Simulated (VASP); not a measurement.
# Te2Pt (Moncheite) under changes of volume

One of the cells (24.626 Å³/atom); the others are scaled copies at fixed shape and fractional positions:

```
Pt Te
1.0
     4.03656    0.00000    0.00000
    -2.01828    3.49576    0.00000
     0.00000    0.00000    5.23544
Pt Te
1 2
Direct
  0.00000 0.00000 0.00000
  0.66667 0.33333 0.75000
  0.33333 0.66667 0.25000
```

| Quantity | Value |
| --- | --- |
| Program | VASP 6.6.1 |
| Functional | PBEsol |
| Potentials or basis | VASP PAW PBE potentials, release 64 (Pt, Te) |
| Cutoff | 520 eV |
| k mesh | 8 × 8 × 5 |
| Occupations | fermi-dirac, width 0.05 eV |
| Spin | no spin polarisation |

| volume (Å³/atom) | energy over the lowest point (meV/atom) | pressure (GPa) | largest force (eV/Å) |
| --- | --- | --- | --- |
| 22.694 | ? | ? | ? |
| 23.177 | 50.93 | 9.6 | 1.286 |
| 23.660 | 26.32 | 6.6 | 1.006 |
| 24.626 | 1.73 | 1.6 | 0.513 |
| 25.108 | 0.00 | -0.5 | 0.297 |
| 25.591 | 4.31 | -2.4 | 0.099 |

Problem. What does the run at 22.694 Å³/atom give?

Solution. Energy over the lowest point 85.07 meV/atom; pressure 13.0 GPa; largest force 1.593 eV/Å.

Worked out: A Birch-Murnaghan fit of order 3 (a polynomial in V^(-2/3)) to the other rows has its minimum at 25.00 Å³/atom with B0 = V·E''(V) = 106 GPa and B' = 4.9 at fixed shape and positions, which overstates the stiffness. It gives 85.09 meV/atom at 22.694 Å³/atom, against the run's 85.07, and -dE/dV = 13.0 GPa, against 13.0.

Energies are extrapolated to zero smearing.

Caveats: the PAW data sets were made with another functional, which shifts forces and pressure a little.
